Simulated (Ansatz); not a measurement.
# O: one crystal by all-electron and frozen-core methods

Does the method matter for O? The same cell, functional and mesh are run with LAPW, all electrons, PAW on the default files and datasets made for this crystal.

Program: Ansatz 0.2.0. Level of theory: DFT PBE, scalar-relativistic. These are calculated values, not measurements.

## 1. Starting point

Symmetry: P6_3/mmc, No. 194, hexagonal system. The conventional cell has a = 2.561 Å, b = 2.561 Å, c = 6.575 Å, α = 90.00°, β = 90.00°, γ = 120.00°. O (site symmetry 3m) is surrounded by 1 O at 1.17 Å.

As a file:

```cif
data_structure
_symmetry_space_group_name_H-M 'P 1'
_symmetry_Int_Tables_number 1
_cell_length_a 2.5610
_cell_length_b 2.5610
_cell_length_c 6.5750
_cell_angle_alpha 90.000
_cell_angle_beta 90.000
_cell_angle_gamma 120.000
_cell_volume 37.35
loop_
_atom_site_label
_atom_site_type_symbol
_atom_site_fract_x
_atom_site_fract_y
_atom_site_fract_z
_atom_site_occupancy
O1 O 0.33333 0.66667 0.16100 1
O2 O 0.66667 0.33333 0.66100 1
O3 O 0.33333 0.66667 0.33900 1
O4 O 0.66667 0.33333 0.83900 1
```

The cell comes from a crystallographic database entry that wasn't checked; take it as a given geometry, which may be far from equilibrium.

Atoms are numbered in the order of the input: O1, O2, O3, O4.

## 2. LAPW, all electrons

Input file input.yaml:

```yaml
crystal:
  lattice:
    - [2.5609995414, 0.0, 0.0]
    - [-1.2804997707, 2.2178906619, 0.0]
    - [0.0, 0.0, 6.575]
  atoms:
    - { symbol: O, position: [0.3333333333, 0.6666666667, 0.161] }
    - { symbol: O, position: [0.6666666667, 0.3333333333, 0.661] }
    - { symbol: O, position: [0.3333333333, 0.6666666667, 0.339] }
    - { symbol: O, position: [0.6666666667, 0.3333333333, 0.839] }
kpoints:
  mp_grid: { grid: [12, 12, 4] }
  band_path:
    path:
      - [0.0, 0.0, 0.0]
      - [0.5, 0.0, 0.0]
      - [0.3333333333, 0.3333333333, 0.0]
      - [0.0, 0.0, 0.0]
      - [0.0, 0.0, 0.5]
      - [0.5, 0.0, 0.5]
      - [0.3333333333, 0.3333333333, 0.5]
      - [0.0, 0.0, 0.5]
      - [0.5, 0.0, 0.5]
    npoints: 8
scf:
  occupations: { method: fermi_dirac, width: 0.01 }
hamiltonian:
  xc: pbe
  pseudopotentials: { kind: all_electron, lapw: { basis_error: 0.001 } }
output:
  forces: true
  stress: true
  eigenvalues: true
  populations: true
  dos: { projected: true, de: 0.2, e_range: [-14, 8] }
```

## 3. PAW on the default files

Edit input.yaml of step 2 so:

```diff
@@ -28,3 +28,3 @@
   xc: pbe
-  pseudopotentials: { kind: all_electron, lapw: { basis_error: 0.001 } }
+  pseudopotentials: { kind: paw }
 output:
@@ -33,3 +33,5 @@
   eigenvalues: true
+  efg: { contact_densities: true }
   populations: true
+  bader: true
   dos: { projected: true, de: 0.2, e_range: [-14, 8] }
```

## 4. Datasets made for this crystal

Edit input.yaml of step 3 so:

```diff
@@ -28,3 +28,3 @@
   xc: pbe
-  pseudopotentials: { kind: paw }
+  pseudopotentials: { kind: all_electron, datasets: crystal }
 output:
@@ -34,4 +34 @@
   efg: { contact_densities: true }
-  populations: true
-  bader: true
-  dos: { projected: true, de: 0.2, e_range: [-14, 8] }
```

(Steps that only read results are left out.)

What does the calculation give? Wanted: pressure; gap; largest force; Bader charges.

The runs gave:

| quantity | value |
| --- | --- |
| pressure | LAPW 17.12, PAW 17.03, crystal datasets 17.13 GPa |
| gap (LAPW) | none |
| largest force | LAPW 3.074, PAW 3.027, crystal datasets 3.075 eV/Å |
| Bader charges (PAW) | O1 +0.00 e |

What this shows: At this geometry the cell is under compression of 17.1 GPa, so it would expand if let go. Bands cross the Fermi level: the crystal is a metal at this level. Within 0.3 eV of the Fermi level the largest projected share is O 2p (100 %). The projection holds only the free atom's occupied shells (O 2s, O 2p in this range). The field gradient at O1, the largest by crystal datasets, is 11.29 by PAW and 10.73 by crystal datasets (10²¹ V/m²); frozen cores can miss part of the core's response. PAW lies -0.09 GPa from LAPW in pressure. The forces differ by at most 47 meV/Å in a component, on a largest force of 3.074 eV/Å. The price, with the outputs that each input asks for: 66 s for LAPW against 15 s for PAW, about 4 to one. Solid oxygen carries moments on its molecules; these runs leave spin out.
